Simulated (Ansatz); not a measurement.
C: moving C off its site

C, Im-3m, a = 4.858 Å. This isn't the element's structure at ambient conditions. Ansatz: r2SCAN, PAW, 500 eV, Γ-centred 8×8×8 mesh on 8 atoms, Gaussian smearing 0.05 eV; no spin polarisation.

```yaml
crystal:
  lattice:
    - [-2.42911, 2.42911, 2.42911]
    - [2.42911, -2.42911, 2.42911]
    - [2.42911, 2.42911, -2.42911]
  atoms:
    - { symbol: C, position: [0.32546, 0.00000, 0.00000] }
    - { symbol: C, position: [0.67454, 0.67454, 0.67454] }
    - { symbol: C, position: [0.00000, 0.32546, 0.00000] }
    - { symbol: C, position: [0.00000, 0.00000, 0.32546] }
    - { symbol: C, position: [0.00000, 0.67454, 0.00000] }
    - { symbol: C, position: [0.32546, 0.32546, 0.32546] }
    - { symbol: C, position: [0.67454, 0.00000, 0.00000] }
    - { symbol: C, position: [0.00000, 0.00000, 0.67454] }
```

Atom 1 (C) moves by x along the unit vector (0.707, 0.707, 0.000), with its periodic images; all else is held. y is the free energy of the cell over the start, F the force along the path summed over the moved atoms. Symmetry makes y even in x.

```
 x (Å) y (meV) F (eV/Å)
-0.300   1447.5      9.47
-0.180    526.9      5.82
-0.060        ?         ?
 0.000      0.0      0.00
 0.090    132.3     -2.94
 0.120    234.9     -3.91
 0.150    366.5     -4.87
 0.210    715.7     -6.76
 0.240    932.4     -7.68
 0.270   1176.6     -8.59
```

Problem. Fit y = c2 x² + c4 x⁴ to the energies of the other rows, give the force constant, and predict energy and force of the missing row.

Solution. Least squares on the rows shown. y = 16365 x² − 3115.6 x⁴. The force constant is 2 c2 = 32.7 eV/Å² (for all images moving together, not for a lone atom). The force −dy/dx at the missing row is 1.96 eV/Å (computed 1.96). At x = -0.060 the fit asked for gives 58.9 meV. The run gave 58.8 meV, so the fit is 0.1 meV too high, within the rms miss on the fitted rows (0.1 meV).